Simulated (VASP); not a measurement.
# Cu (Fm-3m) in VASP: elastic constants with LDA

Aim: the elastic constants of Cu with LDA.

Program: VASP 6.6.1. These are calculated values, not measurements. Logs are shortened: lines on timing, memory, paths and dates and some standing lists are left out, and cuts for length are marked.

### Step 1. The structure

It takes space group Fm-3m (No. 225, cubic). Conventional cell: a = 3.650 Å, b = 3.650 Å, c = 3.650 Å, α = 90.00°, β = 90.00°, γ = 90.00°. Cu (site symmetry m-3m) has 12 Cu at 2.58 Å as nearest neighbours.

### Step 2. Elastic constants, LDA

Input file POSCAR:

```
Cu
1.0
    0.0000000000      1.8250000000      1.8250000000
    1.8250000000      0.0000000000      1.8250000000
    1.8250000000      1.8250000000      0.0000000000
Cu
1
Direct
    0.0000000000      0.0000000000      0.0000000000
```

Input file INCAR.step1:

```
PREC     = Accurate       # precision mode
ENCUT    = 600            # plane-wave cutoff, eV
EDIFF    = 1E-8           # SCF threshold, eV
ISMEAR   = 0              # smearing method
SIGMA    = 0.1            # smearing width, eV
LREAL    = False          # projectors in reciprocal space
LASPH    = True           # aspherical terms in the spheres
NELM     = 80             # most SCF steps
ALGO     = Normal         # electronic algorithm
ISIF     = 3              # what is computed and relaxed
LWAVE    = False          # write WAVECAR
LCHARG   = False          # write CHGCAR
IBRION   = 2              # ionic algorithm
NSW      = 40             # ionic steps
EDIFFG   = -0.002         # ionic threshold
```

Input file INCAR.step2:

```
PREC     = Accurate       # precision mode
ENCUT    = 600            # plane-wave cutoff, eV
EDIFF    = 1E-8           # SCF threshold, eV
ISMEAR   = 0              # smearing method
SIGMA    = 0.1            # smearing width, eV
LREAL    = False          # projectors in reciprocal space
LASPH    = True           # aspherical terms in the spheres
NELM     = 80             # most SCF steps
ALGO     = Normal         # electronic algorithm
ISIF     = 3              # what is computed and relaxed
LWAVE    = False          # write WAVECAR
LCHARG   = False          # write CHGCAR
IBRION   = 6              # ionic algorithm
NFREE    = 2            
POTIM    = 0.015          # step
NSW      = 1              # ionic steps
```

Input file KPOINTS:

```
regular mesh
0
Gamma
  20 20 20
```

Potentials or basis: VASP PAW LDA potentials, release 64 (Cu).

The run is started by

```bash
> cat potpaw_LDA.64/Cu/POTCAR > POTCAR
> cp INCAR.step1 INCAR
> mpirun -np 1 vasp_std > vasp.out
> cp CONTCAR POSCAR
> cp INCAR.step2 INCAR
> mpirun -np 1 vasp_std > vasp.out
```

OUTCAR:

```text
PREC = Accurate
   ENCUT = 600
   EDIFF = 1E-8
   ISMEAR = 0
   LREAL = False
   LASPH = True
   NELM = 80
   ISIF = 3
   IBRION = 6
   NFREE = 2
   POTIM = 0.015
   NSW = 1

 ion  position               nearest neighbor table
   1  0.000  0.000  0.000-

  LATTYP: Found a face centered cubic cell.
 ALAT       =     3.5235346223

  Lattice vectors:

 A1 = (   0.0000000000,   1.7617673111,   1.7617673111)
 A2 = (   1.7617673111,   0.0000000000,   1.7617673111)
 A3 = (   1.7617673111,   1.7617673111,   0.0000000000)

Analysis of symmetry for initial positions (statically):
=====================================================================
 Subroutine PRICEL returns:
 Original cell was already a primitive cell.

 Routine SETGRP: Setting up the symmetry group for a
 face centered cubic supercell.

 Subroutine GETGRP returns: Found 48 space group operations
 (whereof 48 operations were pure point group operations)
 out of a pool of 48 trial point group operations.

The static configuration has the point symmetry O_h .

Analysis of symmetry for dynamics (positions and initial velocities):
=====================================================================
 Subroutine PRICEL returns:
 Original cell was already a primitive cell.

 Routine SETGRP: Setting up the symmetry group for a
 face centered cubic supercell.

 Subroutine GETGRP returns: Found 48 space group operations
 (whereof 48 operations were pure point group operations)
 out of a pool of 48 trial point group operations.

The dynamic configuration has the point symmetry O_h .

 Subroutine INISYM returns: Found 48 space group operations
 (whereof 48 operations are pure point group operations),
 and found     1 'primitive' translations

----------------------------------------------------------------------------------------

                                     Primitive cell

  volume of cell :      10.9364

  direct lattice vectors                    reciprocal lattice vectors
     0.000000000  1.761767311  1.761767311    -0.283805924  0.283805924  0.283805924
     1.761767311  0.000000000  1.761767311     0.283805924 -0.283805924  0.283805924
     1.761767311  1.761767311  0.000000000     0.283805924  0.283805924 -0.283805924

  length of vectors
     2.491515225  2.491515225  2.491515225     0.491566280  0.491566280  0.491566280

  position of ions in fractional coordinates (direct lattice)
     0.000000000  0.000000000  0.000000000

  ion indices of the primitive-cell ions
   primitive index   ion index
                 1           1

----------------------------------------------------------------------------------------

 KPOINTS: regular mesh

Automatic generation of k-mesh.
 Grid dimensions read from file:
 generate k-points for:   20   20   20

 Generating k-lattice:

  Cartesian coordinates                     Fractional coordinates (reciprocal lattice)
    -0.014190296  0.014190296  0.014190296     0.050000000  0.000000000  0.000000000
     0.014190296 -0.014190296  0.014190296     0.000000000  0.050000000  0.000000000
     0.014190296  0.014190296 -0.014190296     0.000000000  0.000000000  0.050000000

  Length of vectors
     0.024578314  0.024578314  0.024578314

  Shift w.r.t. Gamma in fractional coordinates (k-lattice)
     0.000000000  0.000000000  0.000000000

 Subroutine IBZKPT returns following result:
 ===========================================

[... 87 lines left out ...]

 number of electron      11.0000001 magnetization

 Free energy of the ion-electron system (eV)
  ---------------------------------------------------
  ext. energy  EPLUGINS =         0.00000000
  ---------------------------------------------------
  free energy    TOTEN  =        -4.70923228 eV

  energy without entropy =       -4.70798148  energy(sigma->0) =       -4.70860688

------------------------ aborting loop because EDIFF is reached ----------------------------------------

  FORCE on cell =-STRESS in cart. coord.  units (eV):
  Direction    XX          YY          ZZ          XY          YZ          ZX
  --------------------------------------------------------------------------------------
  -------------------------------------------------------------------------------------
  Total        0.0053348      0.0053348      0.0053348     -0.0000000     -0.0000000      0.0000000
  in kB        0.7815404      0.7815404      0.7815404     -0.0000000     -0.0000000      0.0000000
  external PRESSURE =       0.7815404 kB  Pullay stress =       0.0000000 kB
[... 86 lines left out ...]
  FREE ENERGIE OF THE ION-ELECTRON SYSTEM (eV)
  ---------------------------------------------------
  free  energy   TOTEN  =        -4.7073398261 eV

  energy  without entropy=       -4.7061013686  energy(sigma->0) =       -4.70672060

[... ionic steps 4 to 12 ...]

--------------------------------------- Ionic step       13  -------------------------------------------

 number of electron      11.0000001 magnetization

------------------------ aborting loop because EDIFF is reached ----------------------------------------
[... 65 lines left out ...]
--------------------------------------- Ionic step       15  -------------------------------------------

 number of electron      11.0000000 magnetization

 Free energy of the ion-electron system (eV)
  ---------------------------------------------------
  ext. energy  EPLUGINS =         0.00000000
  ---------------------------------------------------
  free energy    TOTEN  =        -4.70922907 eV

  energy without entropy =       -4.70797827  energy(sigma->0) =       -4.70860367

 E-fermi :   8.3163     XC(G=0): -13.5579

 val. band max:        8.2601747396   @ k =   0.4500   0.3000   0.0000
 cond. band min:       8.3255896251   @ k =   0.5000   0.2500   0.1000
 fundamental gap:      0.0654148856
 Fermi energy:         8.3163195511

 k-point     1 :       0.0000    0.0000    0.0000
  band No.  band energies     occupation
      1      -1.6066      2.00000
      2       5.0233      2.00000
      3       5.0233      2.00000
      4       5.0233      2.00000
      5       5.9670      2.00000
      6       5.9670      2.00000
      7      31.6291      0.00000
      8      34.7135      0.00000
      9      34.7135      0.00000
[... 265 lines left out ...]
 k-point    24 :      -0.3500    0.0500    0.0000
  band No.  band energies     occupation
      1       2.3340      2.00000
      2       5.0569      2.00000
      3       5.1024      2.00000
      4       5.2430      2.00000
      5       6.3184      2.00000
      6       6.6332      2.00000
      7      16.0779      0.00000
      8      29.0051      0.00000
      9      31.3944      0.00000

 [... further k-points ...]
[... 5 lines left out ...]
  --------------------------------------------------------------------------------------
  -------------------------------------------------------------------------------------
  Total        0.0049336      0.0049336      0.0049336      0.0000000      0.0000000      0.0000000
  in kB        0.7227607      0.7227607      0.7227607      0.0000000      0.0000000      0.0000000
  external PRESSURE =       0.7227607 kB  Pullay stress =       0.0000000 kB
[... 16 lines left out ...]
  FREE ENERGIE OF THE ION-ELECTRON SYSTEM (eV)
  ---------------------------------------------------
  free  energy   TOTEN  =        -4.7092290739 eV

  energy  without entropy=       -4.7079782663  energy(sigma->0) =       -4.70860367

 INTERNAL STRAIN TENSORS FROM STRAINED CELLS
 ============================================

 INTERNAL STRAIN TENSOR FOR ION    1 for displacements in x,y,z  (eV/Angst):
          X           Y           Z          XY          YZ          ZX
  --------------------------------------------------------------------------------
  x     0.00000    -0.00000    -0.00000     0.00000     0.00000     0.00000
  y     0.00000     0.00000    -0.00000     0.00000     0.00000     0.00000
  z     0.00000     0.00000    -0.00000     0.00000    -0.00000     0.00000

 INTERNAL STRAIN TENSORS FROM DISPLACED ATOMS
 ============================================

 INTERNAL STRAIN TENSOR FOR ION    1 for displacements in x,y,z  (eV/Angst):
          X           Y           Z          XY          YZ          ZX
  --------------------------------------------------------------------------------
  x     0.00000     0.00000     0.00000     0.00000     0.00000     0.00000
  y     0.00000     0.00000     0.00000     0.00000     0.00000     0.00000
  z     0.00000     0.00000     0.00000     0.00000     0.00000     0.00000

 Eigenvectors and eigenvalues of the dynamical matrix
 ----------------------------------------------------

   1 f  =    0.000000 THz     0.000000 2PiTHz    0.000000 cm-1     0.000000 meV
             X         Y         Z           dx          dy          dz
      0.000000  0.000000  0.000000     0.745241   -0.666795    0.000000

   2 f  =    0.000000 THz     0.000000 2PiTHz    0.000000 cm-1     0.000000 meV
             X         Y         Z           dx          dy          dz
      0.000000  0.000000  0.000000    -0.666795   -0.745241    0.000000

   3 f  =    0.000000 THz     0.000000 2PiTHz    0.000000 cm-1     0.000000 meV
             X         Y         Z           dx          dy          dz
      0.000000  0.000000  0.000000     0.000000    0.000000    1.000000

--------------------------------------------------------------------------------------------------------

 ELASTIC MODULI CONTR FROM IONIC RELAXATION (kBar)
 Direction    XX          YY          ZZ          XY          YZ          ZX
 --------------------------------------------------------------------------------
 XX           0.0000      0.0000      0.0000      0.0000      0.0000      0.0000
 YY           0.0000      0.0000      0.0000      0.0000      0.0000      0.0000
 ZZ           0.0000      0.0000      0.0000      0.0000      0.0000      0.0000
 XY           0.0000      0.0000      0.0000      0.0000      0.0000      0.0000
 YZ           0.0000      0.0000      0.0000      0.0000      0.0000      0.0000
 ZX           0.0000      0.0000      0.0000      0.0000      0.0000      0.0000
 --------------------------------------------------------------------------------

 TOTAL ELASTIC MODULI (kBar)
 Direction    XX          YY          ZZ          XY          YZ          ZX
 --------------------------------------------------------------------------------
 XX        2308.3394   1609.6263   1609.6263     -0.0000     -0.0000      0.0000
 YY        1609.6263   2308.3394   1609.6263     -0.0000     -0.0000      0.0000
 ZZ        1609.6263   1609.6263   2308.3394     -0.0000      0.0000      0.0000
 XY          -0.0000     -0.0000     -0.0000   1039.1404      0.0000     -0.0000
 YZ          -0.0000     -0.0000      0.0000      0.0000   1039.1404      0.0000
 ZX           0.0000      0.0000      0.0000     -0.0000      0.0000   1039.1404
 --------------------------------------------------------------------------------
```

Wall time 12 min (1 thread of Intel Xeon Platinum 8488C (Sapphire Rapids), shared host); peak memory 0.58 GiB.

Results:

```yaml
Relaxed_volume: 10.94 Å³/atom
Relaxed_cell: a = 2.492 Å, b = 2.492 Å, c = 2.492 Å, α = 60.00°, β = 60.00°, γ = 60.00°
Space_group_after_relaxing_to_0.05_Å: Fm-3m (No. 225)
Elastic_constants_C11_C12_C44: 231, 161, 104 GPa
Voigt_bulk_modulus: 184 GPa
```

Step by step:
| step | energy change (eV) | largest force (eV/Å) | pressure (GPa) | volume (Å³) |
| --- | --- | --- | --- | --- |
| 1 | 0.0000 | 0.0000 | -14.92 | 12.16 |
| 2 | -0.0369 | 0.0000 | 13.55 | 10.27 |
| 3 | -0.0633 | 0.0000 | -0.10 | 10.94 |
| 4 | -0.0633 | 0.0000 | 0.30 | 10.92 |
| 5 | -0.0633 | 0.0000 | -0.21 | 10.95 |
| 6 | -0.0633 | 0.0000 | -0.02 | 10.94 |

Final structure:
```cif
data_structure
_symmetry_space_group_name_H-M 'P 1'
_symmetry_Int_Tables_number 1
_cell_length_a 2.4915
_cell_length_b 2.4915
_cell_length_c 2.4915
_cell_angle_alpha 60.000
_cell_angle_beta 60.000
_cell_angle_gamma 60.000
_cell_volume 10.94
loop_
_atom_site_label
_atom_site_type_symbol
_atom_site_fract_x
_atom_site_fract_y
_atom_site_fract_z
_atom_site_occupancy
Cu1 Cu 0.00000 0.00000 0.00000 1
```

Elastic tensor in Voigt notation (GPa, in the Cartesian axes of the cell as first typed):
```
231 161 161   0   0   0
161 231 161   0   0   0
161 161 231   0   0   0
  0   0   0 104   0   0
  0   0   0   0 104   0
  0   0   0   0   0 104
```

Clamped-ion elastic tensor (GPa):
```
231 161 161   0   0   0
161 231 161   0   0   0
161 161 231   0   0   0
  0   0   0 104   0   0
  0   0   0   0 104   0
  0   0   0   0   0 104
```
